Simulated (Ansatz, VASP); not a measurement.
## P in VASP and in Ansatz

```
CELL_PARAMETERS angstrom
2.21310 0.00000 0.00000
-1.10655 1.91660 0.00000
0.00000 0.00000 2.08480
ATOMIC_POSITIONS crystal
P 0.00000 0.00000 0.00000
```

Change from the starting cell: volume scaled by 0.6, LAPW.

Alike in both runs: task single point; functional PBE; k mesh 18 × 18 × 17; occupations fermi-dirac, width 0.05 eV; no spin polarisation.

|  | VASP | Ansatz |
| --- | --- | --- |
| version | VASP 6.6.1 | Ansatz 0.2.0 |
| potentials or method | VASP PAW PBE potentials, release 64 (P), cutoff 520 eV | all-electron LAPW, scalar-relativistic |

Ansatz gave:

* pressure (GPa): 126.7
* largest component of the traceless stress (GPa): 0.10

Estimate VASP's values.

pressure (GPa): 124.6; largest component of the traceless stress (GPa): 0.00.

Ansatz ran all-electron here, so the differences hold the error of VASP's frozen core and of both bases.

Caveats: the cell as given lies far from equilibrium; so large a pressure means that the cell lies far from this level's equilibrium, or that cutoff or potentials fall short (VASP).
